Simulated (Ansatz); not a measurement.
# TaC: the cost of one run

Program: Ansatz 0.2.0. Level of theory: DFT PBEsol, scalar-relativistic, plane waves, PAW. These are calculated values, not measurements.

4 further runs of the same task are left out: 1 that didn't finish, 3 set aside as unsound or not needed.

## (1) Starting point

The structure is cubic, space group Fm-3m (No. 225). Conventional cell: a = 4.440 Å, b = 4.440 Å, c = 4.440 Å, α = 90.00°, β = 90.00°, γ = 90.00°. Ta (site symmetry m-3m) is surrounded by 6 C at 2.22 Å. Around C (site symmetry m-3m) lie 6 Ta at 2.22 Å.

Coordinates:

```
CELL_PARAMETERS angstrom
0.00000 2.21982 2.21982
2.21982 0.00000 2.21982
2.21982 2.21982 0.00000
ATOMIC_POSITIONS crystal
Ta 0.00000 0.00000 0.00000
C 0.50000 0.50000 0.50000
```

It is the result of an earlier relaxation at this level (volume 10.94 Å³/atom; gap on the mesh: none (metal)).

## (2) Bulk reference on the slab's mesh

File input.yaml:

```yaml
crystal:
  lattice:
    - [3.1393032033, 0.0, 0.0]
    - [0.0, 3.1393032033, 0.0]
    - [1.5696516016, 1.5696516016, 2.2198225832]
  atoms:
    - { symbol: Ta, position: [0.0, 0.0, 0.0] }
    - { symbol: C, position: [0.5, 0.5, 0.0] }
basis:
  ecutwfc: 420
kpoints:
  mp_grid: { grid: [11, 11, 15] }
hamiltonian:
  xc: pbesol
scf:
  occupations: { method: gaussian, width: 0.1 }
output:
  forces: true
  stress: true
  eigenvalues: true
```

Launch:

```sh
$ ansatz run input.yaml --threads 4 --pin off --max-ram 10240MiB --backend cpu --events-out ev --progress --plain --runs-dir out
```

**Question.** How long does this run take on 4 threads of Arm Neoverse V1, shared host, and how much memory does it need?

About 2.5 s, with a peak of 0.49 GiB.
